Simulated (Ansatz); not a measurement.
A crystal relaxed with r2SCAN in Ansatz has space group Pa-3 (No. 205) and a = 5.101 Å.

```json
{"atom": "Xx", "site": "4a", "x": "0.0000", "y": "0.5000", "z": "0.5000"}
{"atom": "O", "site": "8c", "x": "0.3397", "y": "0.1603", "z": "0.8397"}
```

With r2SCAN the valence top lies at k = (0, 0.135, 0.385) and the conduction bottom at Γ, 1.59 eV higher; the smallest vertical gap, at Γ, is 1.68 eV. The HSE06 gap is indirect, 2.57 eV (k = (0, 0.135, 0.385) to Γ), below the direct gap of 2.68 eV at Γ. With PBE0 the valence top lies at k = (0, 0.135, 0.385) and the conduction bottom at Γ, 3.27 eV higher; the smallest vertical gap, at Γ, is 3.37 eV. Meshes: r2SCAN 6×6×6, HSE06 4×4×4, PBE0 4×4×4. r2SCAN's ε∞ is 4.8 in all directions.

Question: Which element is Xx?
A. Pb
B. Sn
C. Ti
D. Ge

Answer: B. Xx is Sn: SnO2 (Pa-3) from a database structure. Around Sn lie 6 O at 2.08 Å; around O lie 3 Sn at 2.08 Å.

(Simulation; spin polarisation is off.)

The runs are scalar-relativistic, without spin-orbit coupling.

Where an edge lies off the special points, it is a point of the mesh or the k point where a search put PBE's edge or least direct gap, reused for the other functionals, whose own edges may lie a little apart.

Coordinates of k points refer to the reciprocal vectors of the primitive cell of the runs.

The meshes of the hybrids are coarse, so their gaps aren't converged to the digits shown.

For a response run the program warns that the ground state's bands aren't all converged, so ε∞ carries an extra error.
